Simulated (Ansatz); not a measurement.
## WSe$_{2}$: ideal shear of a crystal plane

Computed with DFT PBEsol, scalar-relativistic, plane waves, PAW in Ansatz. The runs took a 420 eV cutoff, a Γ-centred 9×9×2 mesh and Gaussian smearing (0.05 eV). Spin–orbit coupling is left out, which matters for the heavy elements here. No spin polarisation. Energies are free energies at this smearing, counted from the undisturbed cell; pressure is positive in compression.

The undisturbed cell (relaxed at this level):

```
CELL_PARAMETERS angstrom
-3.27115 0.00000 0.00000
-1.63558 -2.83290 0.00000
0.00000 0.00000 13.22067
ATOMIC_POSITIONS crystal
W 0.33333 0.33333 0.56330
W 0.66667 0.66667 0.06330
Se 0.33333 0.33333 0.93669
Se 0.66667 0.66667 0.43669
Se 0.33333 0.33333 0.18991
Se 0.66667 0.66667 0.68991
```

The cell holds layers and no dispersion correction was added, so their binding is poorly described.

The cut lies on the cell's a–b face, a (0 0 1) plane (indices in the standard cell, whose axes needn't be the Cartesian ones shown) of area 9.27 Å², between layers 1.67 Å apart. Vector c is tilted by f times 1·a + 0·b (length 3.271 Å) with the atoms' Cartesian places fixed: one unrelaxed fault a cell. The traction is dγ/du, the slope of γ against the slip u in Å. Some rows repeat others by symmetry and weren't run.

| f | γ (mJ/m²) | traction (GPa) |
| --- | --- | --- |
| 0.0000 | 0 | 0.0 |
| 0.1000 | 828 | 49.9 |
| 0.2000 | 3116 | 84.8 |
| 0.3000 | 5740 | 72.4 |
| 0.4000 | 7795 | 48.5 |
| 0.5000 | 8635 | 0.0 |
| 0.6000 | 7795 | -48.5 |
| 0.7000 | 5740 | -72.4 |
| 0.8000 | 3116 | -84.8 |
| 0.9000 | 828 | -49.9 |

Read off the first barrier and the stress needed to climb it, and compare with Frenkel's sinusoid.

The first sampled maximum lies at f = 0.500, a slip of 1.64 Å, with γ ≈ 8635 mJ/m², which stands in for the unstable fault energy γ_us, and the steepest sampled slope before it is 84.8 GPa. A sinusoid γ = γ_us sin²(πu/λ) with its maximum there has λ = 3.27 Å and a largest slope πγ_us/λ = 82.9 GPa (1 mJ/m² per Å = 0.01 GPa). The stand-in is too high: the stress and forces give a traction of 155.1 GPa across the line at this point, so it is no saddle, and slip that bends off the line crosses lower.

Is there a metastable fault on this line?

Apart from points where γ returns to about zero, no local minimum shows among the samples, so at this sampling the line offers no fault for a dislocation to split on; a fault can still lie off the line.

The cut is rigid; relaxing the faces lowers these energies and usually the stresses.

The gap closes along the scan, which can put kinks into the curve.

Cost: 6 runs of about 4.6 core-minutes in all, on AMD EPYC 7R43 (Zen 3) (shared hosts).